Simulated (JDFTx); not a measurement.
Ti under changes of volume

One of the cells (17.020 Å³/atom); the others are scaled copies at fixed shape and fractional positions:

```
Ti
1.0
     4.56737    0.00000    0.00000
    -2.28369    3.95546    0.00000
     0.00000    0.00000    2.82624
Ti
3
Direct
  0.66667 0.33333 0.50000
  0.33333 0.66667 0.50000
  0.00000 0.00000 0.00000
```

This isn't the form of Ti at room conditions, which is hcp.

| Item | Value |
| --- | --- |
| Program | JDFTx 1.7.0 (patched build) |
| Functional | PBE |
| Potentials or basis | PseudoDojo-SR-PBE-0.5-standard |
| Cutoff | 1143 eV |
| Density cutoff | 9143 eV |
| k mesh | 7 × 7 × 9 |
| Occupations | fermi-dirac, width 0.05 eV |
| Spin | no spin polarisation |

```tsv
volume (Å³/atom)	energy over the lowest point (meV/atom)	pressure (GPa)
15.999	30.19	8.9
16.339	14.39	6.0
16.679	4.49	3.3
17.020	0.00	0.9
17.360	0.43	-1.3
17.701	5.36	-3.3
18.041	?	?
```

Problem. What does the run at 18.041 Å³/atom give?

Solution. Energy over the lowest point 14.39 meV/atom; pressure -5.1 GPa.

Worked out: A Birch-Murnaghan fit of order 3 (a polynomial in V^(-2/3)) to the other rows has its minimum at 17.16 Å³/atom with B0 = V·E''(V) = 112 GPa and B' = 3.7 at fixed shape and positions, which overstates the stiffness. It gives 14.37 meV/atom at 18.041 Å³/atom, against the run's 14.39, and -dE/dV = -5.1 GPa, against -5.1.

Energies are extrapolated to zero smearing.
